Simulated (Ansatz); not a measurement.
Level of theory: DFT PBE+D3(BJ), scalar-relativistic, plane waves, PAW (Ansatz 0.2.0). Settings: cutoff 420 eV, Γ-centred meshes spaced at most about 0.3 Å⁻¹ (2π included), Gaussian smearing. No spin polarisation in the final relaxations.

Temperature and zero-point effects are left out. All come from trial cells, and lower structures may exist.

Question: Order these relaxed structures of NaCl by energy, lowest first, with the energy over the lowest of them.
A.

```
Na Cl
1.0
     4.48375    0.00000    0.00000
    -2.24187    3.88304    0.00000
     0.00000    0.00000    7.83747
Na Cl
2 2
Direct
  0.66667 0.33333 0.75000
  0.33333 0.66667 0.25000
  0.00000 0.00000 0.75000
  0.00000 0.00000 0.25000
```

B.

```
Na Cl
1.0
     4.57956    0.00000    0.00000
     0.00000    5.57722    0.00000
    -2.09341    0.00000    4.14229
Na Cl
2 2
Direct
  0.33030 0.75000 0.17273
  0.66970 0.25000 0.82727
  0.67134 0.75000 0.82411
  0.32866 0.25000 0.17589
```

Answer: B (0 meV/atom), A (210 meV/atom). Forms: B P2_1/m; A P6_3/mmc. Counting Cl atoms around Na (those within 1.25 times the shortest such distance or 1.15 times the sum of covalent radii): B has Na 5; A has Na 3.

Cells relaxed within their symmetry can be saddle points. The P2_1/m cell of NaCl came from shaking the P6_3/mmc one. The part of the Crystallography Open Database at hand lists NaCl in space groups No. 221, 225; no cell shown has one of them. Some types were kept out of the candidates beforehand, so the set may lack a known form.
